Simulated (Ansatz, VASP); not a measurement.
# One calculation of Sr, two programs

INCAR

```
PREC = Accurate
ENCUT = 520
EDIFF = 1E-6
ISMEAR = 0
SIGMA = 0.1
LREAL = F
LASPH = T
NELM = 100
ALGO = Fast
ISIF = 2
LWAVE = F
LCHARG = T
LDIPOL = T
IDIPOL = 3
DIPOL = 0.5 0.5 0.500
GGA = PS
LELF = T
LVHAR = T
LVACPOTAV = T
NBANDS = 28
```

Contents of KPOINTS:

```
Automatic mesh
0
Gamma
  9 9 1
```

The input POSCAR:

```
Sr
1.0
    4.1831297288      0.0000000000      0.0000000000
   -2.0915648644      3.6226966124      0.0000000000
    0.0000000000      0.0000000000     25.2465333634
Sr
4
Direct
    0.6666666667      0.3333333333      0.2970704885
    0.3333333333      0.6666666667      0.4323568295
    0.0000000000      0.0000000000      0.5676431705
    0.6666666667      0.3333333333      0.7029295115
```

Input for Ansatz:

```yaml
crystal:
  lattice:
    - [4.1831297288, 0.0, 0.0]
    - [-2.0915648644, 3.6226966124, 0.0]
    - [0.0, 0.0, 25.2465333634]
  atoms:
    - { symbol: Sr, position: [0.6666666667, 0.3333333333, 0.2970704885] }
    - { symbol: Sr, position: [0.3333333333, 0.6666666667, 0.4323568295] }
    - { symbol: Sr, position: [0.0, 0.0, 0.5676431705] }
    - { symbol: Sr, position: [0.6666666667, 0.3333333333, 0.7029295115] }
basis:
  ecutwfc: 420
kpoints:
  mp_grid: { grid: [9, 9, 1] }
hamiltonian:
  xc: pbesol
scf:
  occupations: { method: gaussian, width: 0.1 }
output:
  forces: true
  stress: true
  eigenvalues: true
efield:
  axis: 3
  dipole_correction: true
```

Alike in both runs: task single point; functional PBEsol; k mesh 9 × 9 × 1; occupations gaussian, width 0.1 eV; no spin polarisation.

|  | VASP | Ansatz |
| --- | --- | --- |
| version | VASP 6.6.1 | Ansatz 0.2.0 |
| potentials or method | VASP PAW PBE potentials, release 64 (Sr_sv) | scalar-relativistic, plane waves, PAW |
| plane-wave cutoff (eV) | 520 | 420 |
| valence electrons in the cell | 40 | 40 |

Ansatz gave:

```
gap on the k mesh at the Fermi level (eV)  : none
rms of the force components (eV/Å)         : 0.038
work function, face that differs most (eV) : 2.64
```

Task: Which values does VASP return?

Result: gap on the k mesh at the Fermi level (eV): none; rms of the force components (eV/Å): 0.038; work function, face that differs most (eV): 2.63.

Atom by atom the forces differ by 0.000 eV/Å (rms over components). A gap of «none» marks a metal or a gap that the smearing closes. Ansatz warned: «vacuum_density_over_bound».

Caveats: the PAW data sets were made with another functional, which shifts forces and pressure a little (VASP).
